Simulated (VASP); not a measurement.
A run of VASP 6.6.1:

File INCAR:

```
SYSTEM = HfO2
  ALGO = Fast
  EDIFF = 1E-6
  EDIFFG = -0.005
  ENCUT = 600
  GGA = PS
  IBRION = 2
  ISIF = 3
  ISMEAR = -1
  IVDW = 13
  LASPH = .TRUE.
  LCHARG = .FALSE.
  LREAL = .FALSE.
  LWAVE = .FALSE.
  NELM = 60
  NSW = 40
  PREC = Accurate
  SIGMA = 0.05
```

The input KPOINTS:

```
k-points
0
G
  5 6 5
  0 0 0
```

File POSCAR:

```
HfO2
1.0
    5.2194633600      0.0000000000      0.0000000000
    0.0000000000      5.0047636900      0.0000000000
    0.0000000000      0.0000000000      5.0326850500
Hf O
4 8
Direct
    0.9669940000      0.7325208200      0.7414403500
    0.5330060000      0.7325208200      0.2414403500
    0.4669940000      0.2674791800      0.7414403500
    0.0330060000      0.2674791800      0.2414403500
    0.6321274500      0.9286454000      0.8792672600
    0.8678725500      0.9286454000      0.3792672600
    0.2339485200      0.5398830500      0.4922923900
    0.2660514800      0.5398830500      0.9922923900
    0.7660514800      0.4601169500      0.9922923900
    0.7339485200      0.4601169500      0.4922923900
    0.1321274500      0.0713546000      0.8792672600
    0.3678725500      0.0713546000      0.3792672600
```

Potentials or basis: VASP PAW PBE potentials, release 64 (Hf_pv, O).

Command:

```bash
$ cat potpaw_PBE.64/Hf_pv/POTCAR potpaw_PBE.64/O/POTCAR > POTCAR
$ mpirun -np 1 vasp_std > vasp.out
```

Hardware: 1 thread of Intel(R) Xeon(R) 6975P-C (Granite Rapids), on a shared host.

Task: Estimate the wall time of this run.

Result: Run time: 25 min on 1 thread of Intel(R) Xeon(R) 6975P-C (Granite Rapids), on a shared host, peak memory 0.42 GiB. Counts: scf iterations 153, k points 36, ion steps 23.
